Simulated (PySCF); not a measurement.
Compound: N,N-dimethylacetamide, C4H9NO.
Numbering: `[CH3:1][C:2](=[O:3])[N:4]([CH3:5])[CH3:6]` (hydrogens: H7, H8, H9 on C1; H10, H11, H12 on C5; H13, H14, H15 on C6)

Geometry (GFN2-xTB, Å), atoms numbered from 1 in this order:
```
atom  x, y, z in Å
C1     1.9818   -0.2620   -0.2365
C2     0.8175    0.6420   -0.5832
O3     0.9807    1.7171   -1.1279
N4    -0.4166    0.1931   -0.2433
C5    -1.5745    0.9716   -0.6200
C6    -0.6929   -1.0897    0.3531
H7     2.8866    0.1917   -0.6314
H8     1.8541   -1.2488   -0.6747
H9     2.0829   -0.3594    0.8425
H10   -2.1986    0.4175   -1.3253
H11   -1.2226    1.8871   -1.0912
H12   -2.1679    1.2215    0.2622
H13   -1.5957   -1.0077    0.9593
H14   -0.8607   -1.8582   -0.4101
H15    0.1215   -1.4078    0.9989
```

Computed with PBE0/pcSseg-1 in PySCF (dipole) on a GFN2-xTB geometry, gas phase.

Masses are those of the commonest isotopes; rigid-rotor values at the optimised geometry. The values belong to one conformer with, in the numbering `[CH3:1][C:2](=[O:3])[N:4]([CH3:5])[CH3:6]`, C1–C2–N4–C5 -176°.

(1) What are A, B and C (MHz)?

(2) What kind of rotor is it?

(3) What does the inertial defect say?

(4) Give the other two planar moments, Paa and Pbb, and the rms extents of the mass along the axes.

(5) Which lines would a microwave search look for?

Results:

(1) Ia = 102.54, Ib = 144.42, Ic = 237.35 u·Å²; 505379 MHz·u·Å²/I gives A = 4929, B = 3499, C = 2129 MHz.

(2) An asymmetric top: κ = (2 × 3499 − 4929 − 2129)/(4929 − 2129) = -0.02.

(3) Not planar: Δ = Ic − Ia − Ib = -9.61 u·Å². For a rigid frame Δ = −2 Σ m c², so Σ m c² = 4.80 u·Å² lies off the ab plane: 4.77 from hydrogen and 0.03 from heavier atoms. The atom farthest from that plane is 1.04 Å away.

(4) Paa = Σ m a² = (Ib + Ic − Ia)/2 = 139.62 and Pbb = Σ m b² = (Ia + Ic − Ib)/2 = 97.73 u·Å². With the mass M = 87.07 u, the rms extents √(P/M) along a, b and c are 1.27, 1.06, 0.23 Å.

(5) The dipole components are |μa| = 2.43 D, |μb| = 3.17 D, |μc| = 0.02 D. Intensities carry the squares of the components, which stand as 0.59 : 1.00 : 0.00 (a : b : c). Some lines, for components of 0.1 D or more:

| type | branch | J(Ka,Kc) | MHz | lower level (cm⁻¹) |
| --- | --- | --- | --- | --- |
| b | Q | 1(1,0) ← 1(0,1) | 2799 | 0.188 |
| b | Q | 4(2,2) ← 4(1,3) | 7295 | 2.097 |
| b | Q | 4(3,1) ← 4(2,2) | 7523 | 2.341 |
| b | Q | 3(1,2) ← 3(0,3) | 8253 | 1.041 |
| b | Q | 4(3,2) ← 4(2,3) | 12265 | 2.143 |
| a | R | 3(1,2) ← 2(1,1) | 18413 | 0.702 |
| a | R | 4(3,2) ← 3(3,1) | 23369 | 1.772 |
| a | R | 4(3,1) ← 3(3,0) | 24362 | 1.779 |
| b | R | 3(3,1) ← 2(2,0) | 27167 | 0.866 |
| b | R | 4(3,1) ← 3(2,2) | 35462 | 1.409 |

No frequency check. Constants of a rigid frame at the computed geometry: no zero-point averaging, no centrifugal distortion. A rigid rotor knows nothing of internal rotation, which can split or shift real lines. Quadrupole hyperfine structure (14N) is left out.

Time: 15 s wall. Hardware: an Arm Neoverse V1 with one thread (shared host). This is the PBE0/pcSseg-1 job that gave the dipole, with the shieldings it also computed.
